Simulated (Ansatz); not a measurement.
Two G0W0 runs on InGa3P4 (quasi-random alloy, started on the GaP lattice) (P1).

The cell holds 32 atoms: 4 In, 12 Ga and 16 P. Cell: a = 9.523 Å, b = 9.517 Å, c = 9.526 Å, α = 109.5°, β = 109.5°, γ = 109.5°. It derives from GaP.

```cif
data_structure
_symmetry_space_group_name_H-M 'P 1'
_symmetry_Int_Tables_number 1
_cell_length_a 9.5229
_cell_length_b 9.5169
_cell_length_c 9.5257
_cell_angle_alpha 109.467
_cell_angle_beta 109.477
_cell_angle_gamma 109.486
_cell_volume 664.44
loop_
_atom_site_label
_atom_site_type_symbol
_atom_site_fract_x
_atom_site_fract_y
_atom_site_fract_z
_atom_site_occupancy
In1 In 0.00195 0.00105 0.00358 1
Ga2 Ga 0.25075 0.50209 0.25341 1
In3 In 0.49389 0.99432 0.49659 1
In4 In 0.74808 0.50216 0.75073 1
Ga5 Ga 0.74820 0.25267 0.01040 1
Ga6 Ga 0.99831 0.74808 0.25464 1
Ga7 Ga 0.24790 0.25191 0.49968 1
Ga8 Ga 0.49416 0.74808 0.74970 1
Ga9 Ga 0.50186 0.50151 0.00378 1
Ga10 Ga 0.74833 0.99740 0.24621 1
Ga11 Ga 0.00257 0.50253 0.49677 1
Ga12 Ga 0.25321 0.99833 0.75048 1
Ga13 Ga 0.25686 0.75219 0.99966 1
Ga14 Ga 0.50163 0.25194 0.24565 1
Ga15 Ga 0.74706 0.74313 0.49050 1
In16 In 0.00629 0.25164 0.75032 1
P17 P 0.99827 0.26352 0.01342 1
P18 P 0.23337 0.73514 0.23345 1
P19 P 0.48534 0.24821 0.48315 1
P20 P 0.73539 0.75334 0.73511 1
P21 P 0.74936 0.50102 0.01443 1
P22 P 0.99930 0.99800 0.26323 1
P23 P 0.24906 0.50110 0.49981 1
P24 P 0.50276 0.00112 0.76415 1
P25 P 0.50257 0.74776 0.99956 1
P26 P 0.75217 0.25095 0.25684 1
P27 P 0.00225 0.75058 0.50274 1
P28 P 0.26849 0.25063 0.75212 1
P29 P 0.26305 0.00085 0.99983 1
P30 P 0.49545 0.49735 0.24613 1
P31 P 0.74887 0.98678 0.48611 1
P32 P 0.01325 0.51459 0.74782 1
```

The structure was relaxed with LDA. The runs that relaxed it are not among those shown.

The first (Ansatz 0.2.0; start LDA, 2×2×2 mesh, 2771 empty bands, screening to 150 eV, PAW set soft_1 files; 1 × NVIDIA GB200 (shared by 2 runs) with 32 threads of Arm Neoverse V2, shared host) gave, on its mesh: starting gap 1.31 eV, G0W0 gap 2.02 eV, RPA ε∞ (mean) 12.93, 2.1 min.

The second changes empty bands from 2771 to 1120 and screening cutoff (eV) from 150.0 to 82. What does it give?

It gave: starting gap 1.31 eV, G0W0 gap 1.92 eV, RPA ε∞ (mean) 12.94, 34 s. The G0W0 gap moves by −0.10 eV, +0.00 eV from the start and −0.10 eV from the correction.

Limits: not at the basis limit; no spin-orbit coupling.

[Paths, hosts, dates, memory and timing lines, banners, echoed tables and standing remarks are left out of the program output.]

[Logs are printed without paths, hosts, clocks, repeated set-up lines and the standing remarks that a program may print on its own settings, such as how far it seeks lower states.]

[Runs of the session that timed out or met a known fault of the program may be left out.]

[Cells called generated may have been cut or substituted from an entry of the Crystallography Open Database or the Materials Project.]

[Hosts, paths, dates, database ids (printed as entryN), source tags and the programs' standing remarks are cut or masked in the printed files.]
